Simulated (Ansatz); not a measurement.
# A sheet of WS2 under strain

A free-standing layer, 3 atoms in a cell of 3.160 × 3.160 Å at 120° (P-6m2), 3.15 Å between its outer nuclei. Ansatz: PBE+D3(BJ), PAW, 420 eV, 12×12×1 mesh. It is strained by x per cent equally along both axes, atoms relaxed; y is the tensile stress along x per length. The small cell can't ripple, as a free sheet would under compression.

```
x (%) y (N/m)
 -4.0    -8.62
 -2.0    -3.94
  0.0     0.02
  2.0        ?
  4.0     6.25
  7.0     9.78
```

**Question.** Fit y = c1 x + c2 x² to the other rows, give the stiffness, and predict the missing row.

**Answer.** Least squares on the rows shown. y = 1.867 x − 0.06822 x². The stiffness C11 + C12 is 100 c1 = 187 N/m, and the parabola would peak at x = 14 %, far outside the rows, so that is no strength. At x = 2.0 the fit asked for gives 3.46 N/m. The run gave 3.38 N/m, so the fit is 0.08 N/m too high, within twice the rms miss on the fitted rows (0.07 N/m).

Spin–orbit coupling is left out, which can shift energies with elements as heavy as these.

The reference crystal is a form of WS2, which isn't its usual structure.